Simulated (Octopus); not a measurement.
**C under changes of volume**

One of the cells (5.672 Å³/atom); the others are scaled copies at fixed shape and fractional positions:

```xyz
2
Lattice="0.0000 1.7834 1.7834 1.7834 0.0000 1.7834 1.7834 1.7834 0.0000" Properties=species:S:1:pos:R:3 pbc="T T T"
C     2.6751    2.6751    2.6751
C     1.7834    1.7834    1.7834
```

This isn't the form of C at room conditions, which is graphite.

```yaml
Program: Octopus 16.4
Functional: PBEsol
Potentials_or_basis: pseudodojo_pbesol (PseudoDojo 0.4, PBEsol)
Grid_spacing: 0.133 Å
k_mesh: 13 × 13 × 13
Occupations: fermi-dirac, width 0.05 eV
Spin: no spin polarisation
```

```tsv
volume (Å³/atom)	energy over the lowest point (meV/atom)	gap on the mesh (eV)
5.332	?	?
5.445	9.34	4.15
5.558	1.33	4.10
5.672	0.00	4.05
5.785	5.25	4.01
5.899	16.96	3.97
6.012	33.24	3.92
```

Question: What does the run at 5.332 Å³/atom give?

Answer: Energy over the lowest point 25.08 meV/atom; gap on the mesh 4.20 eV.

Worked out: A Birch-Murnaghan fit of order 3 (a polynomial in V^(-2/3)) to the other rows has its minimum at 5.63 Å³/atom with B0 = V·E''(V) = 469 GPa and B' = 3.7. It gives 25.36 meV/atom at 5.332 Å³/atom, against the run's 25.08. A straight line through the other rows of the gap, of slope -2.28 eV per unit of ln V, extrapolates to 4.20 eV, against the run's 4.20.

Energies are extrapolated to zero smearing.

Caveats: an odd mesh through Γ misses points on the zone boundary, where band edges often lie.
